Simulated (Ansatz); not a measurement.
# C (Fd-3m): G0W0 and the starting functional

```
CELL_PARAMETERS angstrom
0.00000 1.78350 1.78350
1.78350 0.00000 1.78350
1.78350 1.78350 0.00000
ATOMIC_POSITIONS crystal
C 0.00000 0.00000 0.00000
C 0.25000 0.25000 0.25000
```

Held fixed (Ansatz):

```json
{
 "datasets": "hand-made PAW set at its accurate level",
 "k mesh": "4×4×4",
 "empty bands": "73",
 "response cutoff": "200 eV",
 "frequencies": "contour deformation",
 "q → 0 term": "analytic weight of Carrier, Rohra and Görling",
 "band sums": "cut at the band count"
}
```

The gap is read from Γ to k = (0, 0.25, 0.25), linearised, between the Kohn-Sham band edges among the points solved. ε∞ is the electronic dielectric constant on this mesh. Wave cutoffs: 800, 800 eV in the order of the table.

| orbitals | KS gap (eV) | G0W0 gap (eV) | ε∞ |
| --- | --- | --- | --- |
| PBE | 4.44 | 5.85 | 7.0 |
| r²SCAN | 4.66 | ? | ? |

(1) Fill in the row for r²SCAN.

Results:

(1) G0W0 gap 5.98 eV, ε∞ 6.8.

The cell is a model at fixed atoms and needn't be the relaxed known crystal. The PAW or pseudopotential files were made with PBE. Points k are given in fractions of the reciprocal vectors. The mesh is coarse, so these are values at the stated settings, not converged ones. Band sums or response are cut, so the gap isn't at its basis limit. The gap is read on the mesh, and the crystal's band edges can lie off it. With r²SCAN or HSE06 the Kohn-Sham levels are generalised ones. Meshes this coarse can overestimate the dielectric constant by a tenth and more.
